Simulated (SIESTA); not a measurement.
**Sn under changes of volume**

One of the cells (34.479 Å³/atom); the others are scaled copies at fixed shape and fractional positions:

```
Sn
1.0
     0.00000    3.25476    3.25476
     3.25476    0.00000    3.25476
     3.25476    3.25476    0.00000
Sn
2
Direct
  0.75000 0.75000 0.75000
  0.50000 0.50000 0.50000
```

This isn't the form of Sn at room conditions, which is tetragonal (white tin).

- Program: SIESTA 5.4.2
- Functional: PBE
- Potentials or basis: PseudoDojo 0.5 stringent (PBE files)
- Basis: DZP (energy shift 0.002 Ry)
- Grid cutoff: 500 Ry
- Energy shift: 0.002 Ry
- k mesh: 7 × 7 × 7
- Occupations: fermi-dirac, width 0.05 eV
- Spin: no spin polarisation

| volume (Å³/atom) | energy over the lowest point (meV/atom) | pressure (GPa) |
| --- | --- | --- |
| 33.127 | 10.40 | 2.3 |
| 33.803 | 3.31 | 1.4 |
| 34.479 | 0.00 | 0.3 |
| 35.155 | 0.65 | -0.6 |
| 35.831 | ? | ? |

Q: What does the run at 35.831 Å³/atom give?

A: Energy over the lowest point 5.08 meV/atom; pressure -1.4 GPa.

Worked out: A Birch-Murnaghan fit of order 2 (a polynomial in V^(-2/3)) to the other rows has its minimum at 34.71 Å³/atom with B0 = V·E''(V) = 43 GPa. It gives 4.49 meV/atom at 35.831 Å³/atom, against the run's 5.08, and -dE/dV = -1.3 GPa, against -1.4.

Energies are extrapolated to zero smearing.

Caveats: semicore shells carry a single zeta, which can move pressures by several GPa and volumes by a few percent; the basis of atomic orbitals isn't converged, which shifts pressures, moduli and gaps.
